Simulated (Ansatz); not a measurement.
# Na: response to strain

Na is deformed so: equal xy, yz and zx engineering shear strains of +3 %. What stress and forces result, by LAPW, PAW and all-electron datasets made for the crystal?

Method: DFT PBE, scalar-relativistic, in Ansatz 0.2.0.

### 1 Starting point

It takes space group P6_3/mmc (No. 194, hexagonal). Conventional cell: a = 3.767 Å, b = 3.767 Å, c = 6.154 Å, α = 90.00°, β = 90.00°, γ = 120.00°. Around Na (site symmetry -6m2) lie 12 Na at 3.77 Å.

As a file:

```cif
data_structure
_symmetry_space_group_name_H-M 'P6_3/mmc'
_symmetry_Int_Tables_number 194
_cell_length_a 3.7670
_cell_length_b 3.7670
_cell_length_c 6.1540
_cell_angle_alpha 90.000
_cell_angle_beta 90.000
_cell_angle_gamma 120.000
_cell_volume 75.63
loop_
_atom_site_label
_atom_site_type_symbol
_atom_site_symmetry_multiplicity
_atom_site_Wyckoff_symbol
_atom_site_fract_x
_atom_site_fract_y
_atom_site_fract_z
_atom_site_occupancy
Na1 Na 2 c 0.33333 0.66667 0.25000 1
```

The file gives the conventional cell by its symmetry; the runs use the cell typed in the input.

Atoms are numbered in the order of the input: Na1, Na2.

### 2 The deformed structure

Space group P6_3/mmc before, P-1 after.

### 3 All-electron LAPW

input.yaml reads:

```yaml
crystal:
  lattice:
    - [3.7670009976, 0.056505015, 0.056505015]
    - [-1.8345657204, 3.2340660525, 0.0206822709]
    - [0.09231, 0.09231, 6.154]
  atoms:
    - { symbol: Na, position: [0.3333333333, 0.6666666667, 0.25] }
    - { symbol: Na, position: [0.6666666667, 0.3333333333, 0.75] }
kpoints:
  mp_grid: { grid: [13, 13, 7] }
  band_path:
    path:
      - [0.0, 0.0, 0.0]
      - [0.0, -0.5, 0.0]
      - [0.0, 0.0, 0.5]
      - [0.0, 0.0, 0.0]
      - [-0.5, 0.0, 0.0]
      - [-0.5, 0.5, -0.5]
      - [0.0, 0.0, 0.0]
      - [-0.5, 0.0, -0.5]
      - [-0.5, 0.5, 0.0]
    npoints: 5
scf:
  occupations: { method: fermi_dirac, width: 0.05 }
hamiltonian:
  xc: pbe
  pseudopotentials: { kind: all_electron, lapw: { basis_error: 0.00025 } }
output:
  forces: true
  stress: true
  eigenvalues: true
```

Started as:

```
$ ansatz run input.yaml --threads 1 --pin off --max-ram 3072MiB --backend cpu --events-out ev --progress --plain --runs-dir out
```

### 4 PAW with frozen cores

input.yaml reads:

```yaml
crystal:
  lattice:
    - [3.7670009976, 0.056505015, 0.056505015]
    - [-1.8345657204, 3.2340660525, 0.0206822709]
    - [0.09231, 0.09231, 6.154]
  atoms:
    - { symbol: Na, position: [0.3333333333, 0.6666666667, 0.25] }
    - { symbol: Na, position: [0.6666666667, 0.3333333333, 0.75] }
kpoints:
  mp_grid: { grid: [13, 13, 7] }
scf:
  occupations: { method: fermi_dirac, width: 0.05 }
hamiltonian:
  xc: pbe
  pseudopotentials: { kind: paw }
output:
  forces: true
  stress: true
  eigenvalues: true
  efg: { contact_densities: true }
  write_density: true
  write_potential: true
  elf: true
  volumetric_format: npy
```

### 5 All-electron PAW on datasets made for the crystal

input.yaml: that of step 4 with these lines changed.

```diff
@@ -14,3 +14,3 @@
   xc: pbe
-  pseudopotentials: { kind: paw }
+  pseudopotentials: { kind: all_electron, datasets: crystal }
 output:
@@ -20,5 +20 @@
   efg: { contact_densities: true }
-  write_density: true
-  write_potential: true
-  elf: true
-  volumetric_format: npy
```

(Steps that only read results are left out.)

Q: Predict the outcome of this session. Wanted: pressure; largest shear or deviatoric stress.

The runs gave:

| quantity | value |
| --- | --- |
| pressure | LAPW -0.13, PAW -0.14, crystal datasets -0.13 GPa |
| largest shear or deviatoric stress (LAPW) | 0.11 GPa |

The largest part of the stress beyond the pressure is 0.11 GPa in size; the atoms are carried along and not relaxed. No run of the undeformed cell stands beside it, so the pressure holds what the given cell had before the change. PAW: stress within 0.01 GPa of LAPW. Crystal datasets: stress within 0.01 GPa of LAPW.
